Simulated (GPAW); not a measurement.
Fe:

```
CELL_PARAMETERS angstrom
-1.44300 1.44300 1.44300
1.44300 -1.44300 1.44300
1.44300 1.44300 -1.44300
ATOMIC_POSITIONS crystal
Fe 0.00000 0.00000 0.00000
```

Base run:

```yaml
Program: GPAW 26.7.0
Functional: PBE
Potentials_or_basis: GPAW PAW data sets (gpaw-data 1.2.1)
Cutoff: 600 eV
Basis: pw
k_mesh: 13 × 13 × 13
Occupations: methfessel-paxton, width 0.1 eV
Spin: collinear spin, ferromagnetic start
Starting_moments: "[3.0] μB"
Hubbard_terms: Fe d U = 4 eV
```

Its results: band gap on the k mesh none (metal or under the smearing width); pressure 17.1 GPa; net moment 2.93 μB per cell; site moments Fe +3.14 μB.

The run is repeated on the same cell with these changes: occupations from methfessel-paxton, width 0.1 eV to gaussian, width 0.011 eV; hubbard terms from Fe d U = 4 eV to none. What comes out?

Band gap on the k mesh none (metal or under the smearing width); pressure -8.1 GPa; net moment 2.25 μB per cell; site moments Fe +2.29 μB.

Caveats: this smearing can pin the Fermi level at a band edge (some runs); the U is typed as a test and isn't derived for this compound (some runs).
